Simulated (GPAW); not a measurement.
# TiPt3 (Pm-3m) in GPAW: settings compared, part 2 of 3

GPAW 26.7.0. Earlier steps stand in the parts before.

**3. Relaxation of cell and atoms, PBEsol+D3**

Contents of run.py:

```python
from ase import Atoms
from ase.calculators.mixing import SumCalculator
from ase.filters import FrechetCellFilter
from ase.io import write
from ase.optimize import BFGS
from dftd3.ase import DFTD3
from gpaw import GPAW, PW, setup_paths

setup_paths.insert(0, '.')

atoms = Atoms(['Pt', 'Pt', 'Pt', 'Ti'],
              cell=[[3.897, 0.0, 0.0],
                    [0.0, 3.897, 0.0],
                    [0.0, 0.0, 3.897]],
              scaled_positions=[[0.5, 0.5, 0.0],
                                [0.5, 0.0, 0.5],
                                [0.0, 0.5, 0.5],
                                [0.0, 0.0, 0.0]],
              pbc=True)

calc = GPAW(mode=PW(600),
            xc='PBEsol',
            kpts={'size': (7, 7, 7), 'gamma': True},
            occupations={'name': 'fermi-dirac', 'width': 0.05},
            nbands=52,
            convergence={'density': 1e-05, 'forces': 0.0001},
            maxiter=150,
            txt='gpaw.txt')
atoms.calc = SumCalculator([calc, DFTD3(method='pbesol', damping='d3zero')])
opt = BFGS(FrechetCellFilter(atoms), trajectory='relax.traj', logfile='-')
done = opt.run(fmax=0.02, steps=60)
calc.write('gs.gpw')
write('result.traj', atoms)
print('Converged:', done)
print('Cell:', atoms.cell.cellpar().round(4))
print('Volume:', round(atoms.get_volume(), 4))
print(atoms.get_scaled_positions().round(5))
```

Potentials or basis: PAW data sets generated in the run's folder for this functional, pw.

Launch:

```bash
$ gpaw-setup -f PBEsol Pt Ti
$ OMP_NUM_THREADS=1 python run.py
```

gpaw.txt:

```text
__  _  _
 | _ |_)|_||  |
 |__||  | ||/\| - 26.7.0

Input parameters:
  mode=PW(ecut=600.0),
  convergence={'density': 1e-05, 'forces': 0.0001},
  kpts=MonkhorstPack(size=(7, 7, 7), gamma=True),
  maxiter=150,
  nbands=52,
  occupations=Occupations(name='fermi-dirac', width=0.05),
  xc=XC(name='PBEsol')

Diagonalizing LCAO Hamiltonian
Converting LCAO to pw mode
   .---------.
  /|         |
 * |         |
 |Pt         |
 | |         |
 | .--Pt-----.
 |/    Pt   /
 Ti--------*

Atoms  # Å, Bohr magnetons
|   | symbol |        x |        y |        z |    initial magnetic moments |
|---|--------|----------|----------|----------|-----------------------------|
| 0 |     Pt | 1.948500 | 1.948500 | 0.000000 | ( 0.0000,  0.0000,  0.0000) |
| 1 |     Pt | 1.948500 | 0.000000 | 1.948500 | ( 0.0000,  0.0000,  0.0000) |
| 2 |     Pt | 0.000000 | 1.948500 | 1.948500 | ( 0.0000,  0.0000,  0.0000) |
| 3 |     Ti | 0.000000 | 0.000000 | 0.000000 | ( 0.0000,  0.0000,  0.0000) |

Unit cell  # Å
| periodic |        x |        y |        z |  lengths |    angles |
|----------|----------|----------|----------|----------|-----------|
|      yes | 3.897000 | 0.000000 | 0.000000 | 3.897000 | 90.000000 |
|      yes | 0.000000 | 3.897000 | 0.000000 | 3.897000 | 90.000000 |
|      yes | 0.000000 | 0.000000 | 3.897000 | 3.897000 | 90.000000 |

Number of symmetries: 48
Symmetry operations  # r_c * U_cc + t_c -> r_c
|    | kind |            matrix            |
|----|------|------------------------------|
|  0 |  E   |  1, 0, 0,  0, 1, 0,  0, 0, 1 |
|  1 |  σ   |  1, 0, 0,  0, 1, 0,  0, 0,-1 |
|  2 |  σ   |  1, 0, 0,  0, 0, 1,  0, 1, 0 |
|  3 |  C4  |  1, 0, 0,  0, 0, 1,  0,-1, 0 |
|  4 |  C4  |  1, 0, 0,  0, 0,-1,  0, 1, 0 |
|  5 |  σ   |  1, 0, 0,  0, 0,-1,  0,-1, 0 |
|  6 |  σ   |  1, 0, 0,  0,-1, 0,  0, 0, 1 |
|  7 |  C2  |  1, 0, 0,  0,-1, 0,  0, 0,-1 |
|  8 |  σ   |  0, 1, 0,  1, 0, 0,  0, 0, 1 |
|  9 |  C2  |  0, 1, 0,  1, 0, 0,  0, 0,-1 |
| 10 |  C3  |  0, 1, 0,  0, 0, 1,  1, 0, 0 |
| 11 |  S6  |  0, 1, 0,  0, 0, 1, -1, 0, 0 |
| 12 |  S6  |  0, 1, 0,  0, 0,-1,  1, 0, 0 |
| 13 |  C3  |  0, 1, 0,  0, 0,-1, -1, 0, 0 |
| 14 |  C4  |  0, 1, 0, -1, 0, 0,  0, 0, 1 |
| 15 |  S4  |  0, 1, 0, -1, 0, 0,  0, 0,-1 |
| 16 |  C3  |  0, 0, 1,  1, 0, 0,  0, 1, 0 |
| 17 |  S6  |  0, 0, 1,  1, 0, 0,  0,-1, 0 |
| 18 |  σ   |  0, 0, 1,  0, 1, 0,  1, 0, 0 |
| 19 |  C4  |  0, 0, 1,  0, 1, 0, -1, 0, 0 |
| 20 |  C2  |  0, 0, 1,  0,-1, 0,  1, 0, 0 |
| 21 |  S4  |  0, 0, 1,  0,-1, 0, -1, 0, 0 |
[... 240 lines left out ...]
         Pt
            Pt
              Pt
       Ti

Atoms  # Å, Bohr magnetons
|   | symbol |         x |         y |         z |    initial magnetic moments |
|---|--------|-----------|-----------|-----------|-----------------------------|
| 0 |     Pt |  1.943757 |  1.943757 | -0.000000 | ( 0.0000,  0.0000,  0.0000) |
| 1 |     Pt |  1.943757 | -0.000000 |  1.943757 | ( 0.0000,  0.0000,  0.0000) |
| 2 |     Pt | -0.000000 |  1.943757 |  1.943757 | ( 0.0000,  0.0000,  0.0000) |
| 3 |     Ti |  0.000000 | -0.000000 |  0.000000 | ( 0.0000,  0.0000,  0.0000) |

Unit cell  # Å
| periodic |         x |         y |         z |  lengths |    angles |
|----------|-----------|-----------|-----------|----------|-----------|
|      yes |  3.887513 | -0.000000 | -0.000000 | 3.887513 | 90.000000 |
|      yes | -0.000000 |  3.887513 | -0.000000 | 3.887513 | 90.000000 |
|      yes | -0.000000 | -0.000000 |  3.887513 | 3.887513 | 90.000000 |

Number of symmetries: 48
Symmetry operations  # r_c * U_cc + t_c -> r_c
|    | kind |            matrix            |
|----|------|------------------------------|
|  0 |  E   |  1, 0, 0,  0, 1, 0,  0, 0, 1 |
|  1 |  σ   |  1, 0, 0,  0, 1, 0,  0, 0,-1 |
|  2 |  σ   |  1, 0, 0,  0, 0, 1,  0, 1, 0 |
|  3 |  C4  |  1, 0, 0,  0, 0, 1,  0,-1, 0 |
|  4 |  C4  |  1, 0, 0,  0, 0,-1,  0, 1, 0 |
|  5 |  σ   |  1, 0, 0,  0, 0,-1,  0,-1, 0 |
|  6 |  σ   |  1, 0, 0,  0,-1, 0,  0, 0, 1 |
|  7 |  C2  |  1, 0, 0,  0,-1, 0,  0, 0,-1 |
|  8 |  σ   |  0, 1, 0,  1, 0, 0,  0, 0, 1 |
|  9 |  C2  |  0, 1, 0,  1, 0, 0,  0, 0,-1 |
| 10 |  C3  |  0, 1, 0,  0, 0, 1,  1, 0, 0 |
| 11 |  S6  |  0, 1, 0,  0, 0, 1, -1, 0, 0 |
| 12 |  S6  |  0, 1, 0,  0, 0,-1,  1, 0, 0 |
| 13 |  C3  |  0, 1, 0,  0, 0,-1, -1, 0, 0 |
| 14 |  C4  |  0, 1, 0, -1, 0, 0,  0, 0, 1 |
| 15 |  S4  |  0, 1, 0, -1, 0, 0,  0, 0,-1 |
| 16 |  C3  |  0, 0, 1,  1, 0, 0,  0, 1, 0 |
| 17 |  S6  |  0, 0, 1,  1, 0, 0,  0,-1, 0 |
| 18 |  σ   |  0, 0, 1,  0, 1, 0,  1, 0, 0 |
| 19 |  C4  |  0, 0, 1,  0, 1, 0, -1, 0, 0 |
| 20 |  C2  |  0, 0, 1,  0,-1, 0,  1, 0, 0 |
| 21 |  S4  |  0, 0, 1,  0,-1, 0, -1, 0, 0 |
[... 238 lines left out ...]
         Pt
            Pt
              Pt
       Ti

Atoms  # Å, Bohr magnetons
|   | symbol |         x |         y |         z |    initial magnetic moments |
|---|--------|-----------|-----------|-----------|-----------------------------|
| 0 |     Pt |  1.929607 |  1.929607 | -0.000000 | ( 0.0000,  0.0000,  0.0000) |
| 1 |     Pt |  1.929607 | -0.000000 |  1.929607 | ( 0.0000,  0.0000,  0.0000) |
| 2 |     Pt | -0.000000 |  1.929607 |  1.929607 | ( 0.0000,  0.0000,  0.0000) |
| 3 |     Ti | -0.000000 | -0.000000 | -0.000000 | ( 0.0000,  0.0000,  0.0000) |

Unit cell  # Å
| periodic |        x |         y |         z |  lengths |    angles |
|----------|----------|-----------|-----------|----------|-----------|
|      yes | 3.859213 |  0.000000 |  0.000000 | 3.859213 | 90.000000 |
|      yes | 0.000000 |  3.859213 | -0.000000 | 3.859213 | 90.000000 |
|      yes | 0.000000 | -0.000000 |  3.859213 | 3.859213 | 90.000000 |

Number of symmetries: 48
Symmetry operations  # r_c * U_cc + t_c -> r_c
|    | kind |            matrix            |
|----|------|------------------------------|
|  0 |  E   |  1, 0, 0,  0, 1, 0,  0, 0, 1 |
|  1 |  σ   |  1, 0, 0,  0, 1, 0,  0, 0,-1 |
|  2 |  σ   |  1, 0, 0,  0, 0, 1,  0, 1, 0 |
|  3 |  C4  |  1, 0, 0,  0, 0, 1,  0,-1, 0 |
|  4 |  C4  |  1, 0, 0,  0, 0,-1,  0, 1, 0 |
|  5 |  σ   |  1, 0, 0,  0, 0,-1,  0,-1, 0 |
|  6 |  σ   |  1, 0, 0,  0,-1, 0,  0, 0, 1 |
|  7 |  C2  |  1, 0, 0,  0,-1, 0,  0, 0,-1 |
|  8 |  σ   |  0, 1, 0,  1, 0, 0,  0, 0, 1 |
|  9 |  C2  |  0, 1, 0,  1, 0, 0,  0, 0,-1 |
| 10 |  C3  |  0, 1, 0,  0, 0, 1,  1, 0, 0 |
| 11 |  S6  |  0, 1, 0,  0, 0, 1, -1, 0, 0 |
| 12 |  S6  |  0, 1, 0,  0, 0,-1,  1, 0, 0 |
| 13 |  C3  |  0, 1, 0,  0, 0,-1, -1, 0, 0 |
| 14 |  C4  |  0, 1, 0, -1, 0, 0,  0, 0, 1 |
| 15 |  S4  |  0, 1, 0, -1, 0, 0,  0, 0,-1 |
| 16 |  C3  |  0, 0, 1,  1, 0, 0,  0, 1, 0 |
| 17 |  S6  |  0, 0, 1,  1, 0, 0,  0,-1, 0 |
| 18 |  σ   |  0, 0, 1,  0, 1, 0,  1, 0, 0 |
| 19 |  C4  |  0, 0, 1,  0, 1, 0, -1, 0, 0 |
| 20 |  C2  |  0, 0, 1,  0,-1, 0,  1, 0, 0 |
| 21 |  S4  |  0, 0, 1,  0,-1, 0, -1, 0, 0 |
[... 239 lines left out ...]
         Pt
            Pt
              Pt
       Ti

Atoms  # Å, Bohr magnetons
|   | symbol |         x |         y |         z |    initial magnetic moments |
|---|--------|-----------|-----------|-----------|-----------------------------|
| 0 |     Pt |  1.930225 |  1.930225 | -0.000000 | ( 0.0000,  0.0000,  0.0000) |
| 1 |     Pt |  1.930225 | -0.000000 |  1.930225 | ( 0.0000,  0.0000,  0.0000) |
| 2 |     Pt | -0.000000 |  1.930225 |  1.930225 | ( 0.0000,  0.0000,  0.0000) |
| 3 |     Ti | -0.000000 | -0.000000 | -0.000000 | ( 0.0000,  0.0000,  0.0000) |

Unit cell  # Å
| periodic |        x |         y |         z |  lengths |    angles |
|----------|----------|-----------|-----------|----------|-----------|
|      yes | 3.860449 |  0.000000 |  0.000000 | 3.860449 | 90.000000 |
|      yes | 0.000000 |  3.860449 | -0.000000 | 3.860449 | 90.000000 |
|      yes | 0.000000 | -0.000000 |  3.860449 | 3.860449 | 90.000000 |

Number of symmetries: 48
Symmetry operations  # r_c * U_cc + t_c -> r_c
|    | kind |            matrix            |
|----|------|------------------------------|
|  0 |  E   |  1, 0, 0,  0, 1, 0,  0, 0, 1 |
|  1 |  σ   |  1, 0, 0,  0, 1, 0,  0, 0,-1 |
|  2 |  σ   |  1, 0, 0,  0, 0, 1,  0, 1, 0 |
|  3 |  C4  |  1, 0, 0,  0, 0, 1,  0,-1, 0 |
|  4 |  C4  |  1, 0, 0,  0, 0,-1,  0, 1, 0 |
|  5 |  σ   |  1, 0, 0,  0, 0,-1,  0,-1, 0 |
|  6 |  σ   |  1, 0, 0,  0,-1, 0,  0, 0, 1 |
|  7 |  C2  |  1, 0, 0,  0,-1, 0,  0, 0,-1 |
|  8 |  σ   |  0, 1, 0,  1, 0, 0,  0, 0, 1 |
|  9 |  C2  |  0, 1, 0,  1, 0, 0,  0, 0,-1 |
| 10 |  C3  |  0, 1, 0,  0, 0, 1,  1, 0, 0 |
| 11 |  S6  |  0, 1, 0,  0, 0, 1, -1, 0, 0 |
| 12 |  S6  |  0, 1, 0,  0, 0,-1,  1, 0, 0 |
| 13 |  C3  |  0, 1, 0,  0, 0,-1, -1, 0, 0 |
| 14 |  C4  |  0, 1, 0, -1, 0, 0,  0, 0, 1 |
| 15 |  S4  |  0, 1, 0, -1, 0, 0,  0, 0,-1 |
| 16 |  C3  |  0, 0, 1,  1, 0, 0,  0, 1, 0 |
| 17 |  S6  |  0, 0, 1,  1, 0, 0,  0,-1, 0 |
| 18 |  σ   |  0, 0, 1,  0, 1, 0,  1, 0, 0 |
| 19 |  C4  |  0, 0, 1,  0, 1, 0, -1, 0, 0 |
| 20 |  C2  |  0, 0, 1,  0,-1, 0,  1, 0, 0 |
| 21 |  S4  |  0, 0, 1,  0,-1, 0, -1, 0, 0 |
[... 216 lines left out ...]
No gap
No difference between direct/indirect transitions

Stress tensor  # eV/Ang^3
|         x |         y |         z |
|-----------|-----------|-----------|
| -0.052636 | -0.000000 | -0.000000 |
| -0.000000 | -0.052636 | -0.000000 |
| -0.000000 | -0.000000 | -0.052636 |

Forces  # eV/Ang
|       x |       y |        z |
|---------|---------|----------|
| 0.00000 | 0.00000 |  0.00000 |  # Pt   0
| 0.00000 | 0.00000 |  0.00000 |  # Pt   1
| 0.00000 | 0.00000 | -0.00000 |  # Pt   2
| 0.00000 | 0.00000 |  0.00000 |  # Ti   3

# Writing to gs.gpw (mode='')
```

It took 2.8 min on 1 thread of AMD EPYC 7R43 (Zen 3), shared host; peak memory 0.27 GiB.

What came out:

```
Free energy                            : -35.0299 eV
Relaxed volume                         : 14.38 Å³/atom
Relaxed cell                           : a = 3.860 Å, b = 3.860 Å, c = 3.860 Å, α = 90.00°, β = 90.00°, γ = 90.00°
Space group after relaxing (to 0.05 Å) : Pm-3m (No. 221)
Energy gained by relaxing              : 9.0 meV/atom
Ionic steps                            : 4
Pressure after relaxing                : 0.0 GPa
Band gap on the k mesh                 : none (metal or under the smearing width)
Dispersion energy per atom             : -0.634 eV
```

The path:
| step | energy change (eV) | largest force (eV/Å) | pressure (GPa) | volume (Å³) |
| --- | --- | --- | --- | --- |
| 1 | 0.0000 | 0.0000 | -7.39 | 59.18 |
| 2 | -0.0166 | 0.0000 | -5.58 | 58.75 |
| 3 | -0.0359 | 0.0000 | 0.26 | 57.48 |
| 4 | -0.0360 | 0.0000 | -0.01 | 57.53 |

Final structure:
```xyz
4
Lattice="3.8604 0.0000 0.0000 0.0000 3.8604 0.0000 0.0000 0.0000 3.8604" Properties=species:S:1:pos:R:3 pbc="T T T"
Pt    1.9302    1.9302    0.0000
Pt    1.9302    0.0000    1.9302
Pt    0.0000    1.9302    1.9302
Ti    0.0000    0.0000    0.0000
```

Caveat: later steps reuse the first step's grids; pairwise dispersion overbinds metals, which lowers pressure and volume. Spin-orbit coupling is left out, which matters for the levels of Pt.

**4. Relaxation of cell and atoms, PBEsol+D3(BJ)**

Edit run.py of step 3 so:

```diff
@@ -28,3 +28,3 @@
             txt='gpaw.txt')
-atoms.calc = SumCalculator([calc, DFTD3(method='pbesol', damping='d3zero')])
+atoms.calc = SumCalculator([calc, DFTD3(method='pbesol', damping='d3bj')])
 opt = BFGS(FrechetCellFilter(atoms), trajectory='relax.traj', logfile='-')
```

Launch:

```bash
$ gpaw-setup -f PBEsol Pt Ti
$ OMP_NUM_THREADS=1 python run.py
```

It took 2.7 min on 1 thread of AMD EPYC 7R43 (Zen 3), shared host; peak memory 0.24 GiB.

The run converged. Its results:

```yaml
Free_energy: -35.5570 eV
Relaxed_volume: 14.37 Å³/atom
Relaxed_cell: a = 3.860 Å, b = 3.860 Å, c = 3.860 Å, α = 90.00°, β = 90.00°, γ = 90.00°
Space_group_after_relaxing_to_0.05_Å: Pm-3m (No. 221)
Energy_gained_by_relaxing: 9.7 meV/atom
Ionic_steps: 4
Pressure_after_relaxing: 0.0 GPa
Band_gap_on_the_k_mesh: none (metal or under the smearing width)
Dispersion_energy_per_atom: -0.766 eV
```

Step by step:
```tsv
step	energy change (eV)	largest force (eV/Å)	pressure (GPa)	volume (Å³)
1	0.0000	0.0000	-7.75	59.18
2	-0.0183	0.0000	-5.80	58.73
3	-0.0387	0.0000	0.27	57.44
4	-0.0387	0.0000	-0.01	57.50
```

Final structure:
```
CELL_PARAMETERS angstrom
3.85972 0.00000 0.00000
0.00000 3.85972 0.00000
0.00000 0.00000 3.85972
ATOMIC_POSITIONS crystal
Pt 0.50000 0.50000 0.00000
Pt 0.50000 0.00000 0.50000
Pt 0.00000 0.50000 0.50000
Ti 0.00000 0.00000 0.00000
```

Levels at points of the mesh, in eV from the Fermi level:
```tsv
k point	band 28	band 29	band 30	band 31	band 32	band 33
(0.00, 0.00, 0.00)	0.02	0.02	1.45	1.45	1.55	1.55
```

Caveat: later steps reuse the first step's grids; pairwise dispersion overbinds metals, which lowers pressure and volume.

**5. Relaxation of cell and atoms, PBEsol+D3(BJ)+ATM**

Edit run.py of step 4 so:

```diff
@@ -28,3 +28,3 @@
             txt='gpaw.txt')
-atoms.calc = SumCalculator([calc, DFTD3(method='pbesol', damping='d3bj')])
+atoms.calc = SumCalculator([calc, DFTD3(damping='d3bj', params_tweaks=dict(method='pbesol', atm=True))])
 opt = BFGS(FrechetCellFilter(atoms), trajectory='relax.traj', logfile='-')
```

Launch:

```bash
$ gpaw-setup -f PBEsol Pt Ti
$ OMP_NUM_THREADS=1 python run.py
```

Wall time 2.4 min (1 thread of AMD EPYC 7R43 (Zen 3), shared host); peak memory 0.28 GiB.

It converged, with:

```
Free energy                            : -35.0984 eV
Relaxed volume                         : 14.50 Å³/atom
Relaxed cell                           : a = 3.871 Å, b = 3.871 Å, c = 3.871 Å, α = 90.00°, β = 90.00°, γ = 90.00°
Space group after relaxing (to 0.05 Å) : Pm-3m (No. 221)
Energy gained by relaxing              : 4.3 meV/atom
Ionic steps                            : 3
Pressure after relaxing                : 0.1 GPa
Band gap on the k mesh                 : none (metal or under the smearing width)
Dispersion energy per atom             : -0.646 eV
```

Step by step:
| step | energy change (eV) | largest force (eV/Å) | pressure (GPa) | volume (Å³) |
| --- | --- | --- | --- | --- |
| 1 | 0.0000 | 0.0000 | -5.30 | 59.18 |
| 2 | -0.0085 | 0.0000 | -3.94 | 58.87 |
| 3 | -0.0171 | 0.0000 | 0.12 | 58.00 |

Final structure:
```yaml
crystal:
  lattice:
    - [3.87098, 0.00000, 0.00000]
    - [0.00000, 3.87098, 0.00000]
    - [0.00000, 0.00000, 3.87098]
  atoms:
    - { symbol: Pt, position: [0.50000, 0.50000, 0.00000] }
    - { symbol: Pt, position: [0.50000, 0.00000, 0.50000] }
    - { symbol: Pt, position: [0.00000, 0.50000, 0.50000] }
    - { symbol: Ti, position: [0.00000, 0.00000, 0.00000] }
```

Levels at points of the mesh, in eV from the Fermi level:
```tsv
k point	band 28	band 29	band 30	band 31	band 32	band 33
(0.00, 0.00, 0.00)	0.01	0.01	1.43	1.43	1.55	1.55
```

Caveat: later steps reuse the first step's grids; pairwise dispersion overbinds metals, which lowers pressure and volume.

[end of part 2 of 3]
